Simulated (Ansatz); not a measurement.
SiO2:

```
Si O
1.0
    -2.62334    4.77675    4.44167
     2.62334   -4.77675    4.44167
     2.62334    4.77675   -4.44167
Si O
4 8
Direct
  0.26034 0.84494 0.41540
  0.07045 0.15506 0.91540
  0.73966 0.15506 0.58460
  0.92955 0.84494 0.08460
  0.50000 0.00000 0.50000
  0.00000 0.00000 0.00000
  0.79318 0.00000 0.29318
  0.20682 0.50000 0.20682
  0.20682 0.00000 0.70682
  0.79318 0.50000 0.79318
  0.86931 0.11931 0.75000
  0.13069 0.88069 0.25000
```

The cell comes from a database or a generator and needn't be the stable form of this composition.

```yaml
Program: Ansatz 0.2.0
Task: relaxation of cell and atoms
Functional: RPBE
Dispersion: D3(BJ)
Potentials_or_basis: Ansatz PAW
Cutoff: "420 eV (not typed: the program's choice for these potentials)"
k_mesh: 6 × 6 × 6
Occupations: fermi-dirac, width 0.05 eV
Spin: no spin polarisation
```

At the start: volume 18.55 Å³/atom.

Where does the relaxation end?

It ends after 21 steps and the volume is 15.72 Å³/atom (-15.3 %); space group Imma (No. 74, to 0.05 Å).

Step by step:
```tsv
step	energy change (eV)	largest force (eV/Å)	volume (Å³)
1	0.0000	0.3858	222.64
2	-0.0219	0.2851	224.14
3	-0.0360	0.1161	225.84
4	-0.0565	0.0467	222.36
5	-0.0673	0.0337	220.35
6	-0.0913	0.2598	214.28
7	-0.1056	0.0997	212.15
8	-0.1383	0.2263	202.04
9	-0.1623	0.0129	197.88
10	-0.1639	0.0083	197.43
11	-0.1669	0.0602	196.42
12	-0.1765	0.0282	193.05
13	-0.1749	0.0233	193.72
14	-0.1750	0.0005	193.72
15	-0.1623	0.0009	193.72
16	-0.1758	0.0079	190.09
17	-0.1760	0.0004	190.04
18	-0.1678	0.0007	190.04
19	-0.1705	0.0052	189.20
20	-0.1720	0.0030	188.65
21	-0.1688	0.0031	188.65
```

Final structure:
```
CELL_PARAMETERS angstrom
-2.65181 3.92468 4.53153
2.65181 -3.92468 4.53153
2.65181 3.92468 -4.53153
ATOMIC_POSITIONS crystal
Si 0.28087 0.82680 0.45407
Si 0.12728 0.17320 0.95407
Si 0.71913 0.17320 0.54593
Si 0.87272 0.82680 0.04593
O 0.50000 0.00000 0.50000
O 0.00000 0.00000 0.00000
O 0.71410 0.00000 0.21410
O 0.28590 0.50000 0.28590
O 0.28590 0.00000 0.78590
O 0.71410 0.50000 0.71410
O 0.94613 0.19613 0.75000
O 0.05387 0.80387 0.25000
```

Caveat: the volume moved by over 15 % at a fixed basis, so the end points are rough; the plane-wave basis is chosen anew once the cell has moved, so the energies of steps on either side of that aren't comparable; the pressure holds a Pulay correction of +0.4 GPa for the finite cutoff; the PAW data sets come from PBE, with cores solved anew for the run's functional, which leaves a small shift of forces and pressure.
